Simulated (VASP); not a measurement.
**LiCl (strained measured structure), r²SCAN single-point calculation: VASP's output and Ansatz's**

POSCAR

```
Li Cl
 1.0000000000000000
     0.0000000000000000    2.6048452877999999    2.6048452877999999
     2.6048452877999999    0.0000000000000000    2.6048452877999999
     2.6048452877999999    2.6048452877999999    0.0000000000000000
 Li  Cl
   1   1
Cartesian
  0.0000000000000000  0.0000000000000000  0.0000000000000000
  2.6048452877999999  2.6048452877999999  2.6048452877999999
```

VASP ran with the recommended PBE PAW datasets (10 valence electrons in the cell).

From OUTCAR

```
k-points           NKPTS =     29   k-points in BZ     NKDIM =     29   number of bands    NBANDS=     12

   NELECT =      10.0000    total number of electrons

   dimension x,y,z NGX =    28 NGY =   28 NGZ =   28
   dimension x,y,z NGXF=    56 NGYF=   56 NGZF=   56

  energy-cutoff  :      520.00
  volume of cell :       35.35
      direct lattice vectors                 reciprocal lattice vectors
     0.000000000  2.604845288  2.604845288    -0.191949980  0.191949980  0.191949980
     2.604845288  0.000000000  2.604845288     0.191949980 -0.191949980  0.191949980
     2.604845288  2.604845288  0.000000000     0.191949980  0.191949980 -0.191949980

 k-points in reciprocal lattice and weights: KPOINTS created by Atomic Simulation Env
   0.00000000  0.00000000  0.00000000       0.002
   0.12500000  0.00000000  0.00000000       0.016
   0.25000000  0.00000000  0.00000000       0.016
   0.37500000  0.00000000  0.00000000       0.016
   0.50000000  0.00000000  0.00000000       0.008
   0.12500000  0.12500000  0.00000000       0.012
   0.25000000  0.12500000  0.00000000       0.047
   0.37500000  0.12500000  0.00000000       0.047
   ...

 E-fermi :  -0.0925

 k-point     1 :       0.0000    0.0000    0.0000
  band No.  band energies     occupation
      1     -45.0507      2.00000
      2     -13.9741      2.00000
      3      -0.1509      2.00000
      4      -0.1509      2.00000
      5      -0.1509      2.00000
      6       6.8680      0.00000
      7      12.4709      0.00000
      8      12.4709      0.00000
      9      12.4709      0.00000
     10      15.1055      0.00000
     11      15.1055      0.00000
     12      15.4151      0.00000

 k-point     2 :       0.1250    0.0000    0.0000
  band No.  band energies     occupation
      1     -45.0504      2.00000
      2     -13.9040      2.00000
      3      -0.6368      2.00000
      4      -0.1910      2.00000
      5      -0.1909      2.00000
      6       7.3155      0.00000
      7      11.7098      0.00000
      8      12.4185      0.00000
      9      12.4186      0.00000
     10      13.7099      0.00000
     11      13.7100      0.00000
     12      15.8386      0.00000

 k-point     3 :       0.2500    0.0000    0.0000
  band No.  band energies     occupation
      1     -45.0497      2.00000
      2     -13.7266      2.00000
      3      -1.6300      2.00000
      4      -0.2831      2.00000
      5      -0.2831      2.00000
      6       7.7629      0.00000
      7      11.3274      0.00000
      8      11.3275      0.00000
      9      11.5202      0.00000
     10      14.5049      0.00000
     11      14.5049      0.00000
     12      16.3706      0.00000

 k-point     4 :       0.3750    0.0000    0.0000
  band No.  band energies     occupation
      1     -45.0490      2.00000
      2     -13.5356      2.00000
      3      -2.4788      2.00000
      4      -0.3694      2.00000
      5      -0.3694      2.00000
      6       7.5098      0.00000
      7      10.4451      0.00000
      8      10.4452      0.00000
      9      12.7242      0.00000
     10      16.2723      0.00000
     11      16.2723      0.00000
     12      17.0025      0.00000

 k-point     5 :       0.5000    0.0000    0.0000
  band No.  band energies     occupation
      1     -45.0488      2.00000
      2     -13.4521      2.00000
      3      -2.8048      2.00000
      4      -0.4036      2.00000
      5      -0.4036      2.00000
      6       7.3273      0.00000
      7      10.1390      0.00000
      8      10.1391      0.00000
      9      13.5667      0.00000
     10      17.6291      0.00000
     11      17.6723      0.00000
     12      17.6723      0.00000

 k-point     6 :       0.1250    0.1250    0.0000
  band No.  band energies     occupation
      1     -45.0503      2.00000
      2     -13.8799      2.00000
      3      -0.5874      2.00000
      4      -0.3210      2.00000
      5      -0.3210      2.00000
      6       7.5500      0.00000
      7      11.4942      0.00000
      8      12.1577      0.00000
      9      12.5970      0.00000
     10      12.5971      0.00000
     11      15.3629      0.00000
     12      16.3033      0.00000

 k-point     7 :       0.2500    0.1250    0.0000
  band No.  band energies     occupation
      1     -45.0498      2.00000
      2     -13.7359      2.00000
      3      -1.3565      2.00000
      4      -0.4731      2.00000
      5      -0.4116      2.00000
      6       8.2415      0.00000
      7      10.8311      0.00000
      8      10.9915      0.00000
      9      12.2567      0.00000
     10      13.3587      0.00000
     11      15.4341      0.00000
     12      17.0147      0.00000

 ...

  Total       -0.5061861     -0.5061861     -0.5061861      0.0000000     -0.0000000     -0.0000000
  in kB      -22.9427257    -22.9427257    -22.9427257      0.0000000     -0.0000000     -0.0000000
  external PRESSURE =     -22.9427257 kB  Pullay stress =       0.0000000 kB

 POSITION                                       TOTAL-FORCE (eV/Angst)
 -----------------------------------------------------------------------------------
      0.00000      0.00000      0.00000        -0.000000      0.000000     -0.000000
      2.60485      2.60485      2.60485         0.000000     -0.000000      0.000000
 -----------------------------------------------------------------------------------
    total drift:                                0.000000      0.000000      0.000000

  FREE ENERGIE OF THE ION-ELECTRON SYSTEM (eV)
  ---------------------------------------------------
  free  energy   TOTEN  =       -12.5712206842 eV

  energy  without entropy=      -12.5712206842  energy(sigma->0) =      -12.57122068
```

Each program uses its own PAW datasets. VASP's cell holds 10 valence electrons and Ansatz's 10. Ansatz's stress includes a Pulay correction; VASP's doesn't.

What does Ansatz give for the same cell and level of theory?

gap between bands v and c 6.95 eV; least direct gap 6.95 eV; pressure -1.7 GPa.

Ansatz printed

```
SCF 1 converged in 6 iterations: F = -1292.782071 eV  dr2 = 5.60e-10
  greatest PAW one-centre occupation: 0.999 electrons in one spin orbital (limit 2), on the Li atom at site 0 (counted from 0), in its partial waves of l = 0
NSCF: frozen V_eff on 7 k-points
SCF converged after 6 iterations
Free energy (F): -1292.782071 eV
Harris-Foulkes:  -1292.782071 eV  (|F-HF|=4.44e-10)
Internal energy: -1292.782071 eV  (E = F + TS)
E sigma→0 (E₀):  -1292.782071 eV
Fermi energy:    0.935062 eV
--- Per-component energies (eV) ---
  E_band       = -114.062662
  E_kinetic    = 182.967435
  E_local      = -334.194351  (includes V_loc(G=0)·N_el)
  E_nonlocal   = -5.034747
  E_hartree    = 98.038653
  E_xc         = -115.229854
  E_vxc        = -150.599535  (∫ρ·V_xc dr)
  E_paw        = -688.434279  (= ΣΔE_a)
  E_vpaw       = -11.365415  (= ΣTr[D̂ρ^β])
  E_aug_tail   = -0.000045  (compensation charges beyond the density's cutoff)
  E_vtau       = 8.086958  (kinetic-family band-sum trace: ∫τ·v_τ [+ j·A + Jᵃ·Aᵃ] dr)
  E_ewald      = -430.758477
  E_core_change = -0.136407  (= ΣΔE_core)
  E_smearing   = -0.000000  (= −TS)
  E_closure    = -0.000000  (closes the sum)
  Σ components = -1292.782071   (vs F -1292.782071, Δ=0.00e0)
--- Forces (eV/Å), atoms counted from 1 ---
  atom   1  Li    -0.00000000     0.00000000    -0.00000000
  atom   2  Cl     0.00000000    -0.00000000    -0.00000000
  max |Σ_I F_I| component: 4.52e-30 eV/Å
--- Stress (GPa, compression-positive) ---
       -1.737309      -0.000000      -0.000000
       -0.000000      -1.737309       0.000000
        0.000000       0.000000      -1.737309
  P = ⅓ Tr σ = -1.7373 GPa (-17.373 kbar)
--- Band table (eV; the first three rows and the last of 29) ---
  k-point 0: bands = ["-43.8785", "-12.8893", "0.9351", "0.9351", "0.9351", "7.8845", "13.4089", "13.4089", "13.4089"]
  k-point 1: bands = ["-43.8782", "-12.8185", "0.4436", "0.8948", "0.8948", "8.3450", "12.6928", "13.3790", "13.3790"]
  k-point 2: bands = ["-43.8775", "-12.6391", "-0.5577", "0.8022", "0.8022", "8.8245", "12.3367", "12.3367", "12.5187"]
  k-point 28: bands = ["-43.8758", "-12.1485", "-1.0485", "-1.0485", "-0.0712", "11.0742", "11.8586", "11.9811", "11.9811"]
```
